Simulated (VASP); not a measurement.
Write the native input for VASP 6.6.1 that does the following.

```
Task                   : single point
Functional             : PBE
Potentials or basis    : VASP PAW PBE potentials, release 64 (W_sv, C)
Cutoff                 : 520 eV
k mesh                 : 10 × 10 × 6
Occupations            : fermi-dirac, width 0.05 eV
Spin                   : no spin polarisation
Further INCAR settings : ALGO = Normal; EDIFF = 1e-07; NBANDS = 23
```

The structure of W2C lies in POSCAR:

```
W2C
1.0
    3.0700456420      0.0000000000      0.0000000000
   -1.5350228210      2.6587375167      0.0000000000
    0.0000000000      0.0000000000      4.6784280000
W C
2 1
Direct
    0.6757660000      0.3456040000      0.2477720000
    0.3175570000      0.6562590000      0.7435470000
   -0.0001220000      0.0036770000     -0.0013640000
```

The cell comes from a database or a generator and needn't be the stable form of this composition.

The cell isn't the ideal one: atoms moved at random, drawn with an rms of 0.05 Å.

These files were run (other wordings do the same):

INCAR

```
SYSTEM = W2C
ALGO = Normal ; EDIFF = 1E-7
ENCUT = 520 ; GGA = PE
ISIF = 2 ; ISMEAR = -1
LASPH = .True. ; LCHARG = .False.
LREAL = .False. ; LWAVE = .False.
NBANDS = 23 ; NELM = 80
PREC = Accurate ; SIGMA = 0.05
```

KPOINTS

```
k-points
0
Gamma
  10 10 6
  0 0 0
```

Potentials or basis: VASP PAW PBE potentials, release 64 (W_sv, C).

Run with:

```bash
$ cat potpaw_PBE.64/W_sv/POTCAR potpaw_PBE.64/C/POTCAR > POTCAR
$ mpirun -np 1 vasp_std > vasp.out
```

It gave:

The pressure is -0.2 GPa, the largest force is 0.487 eV/Å and the band gap on the k mesh is none (metal or under the smearing width).

Wall time 2.6 min on 1 thread of AMD EPYC 9R45 (Zen 5), with other jobs on the host, peak memory 0.3 GiB.
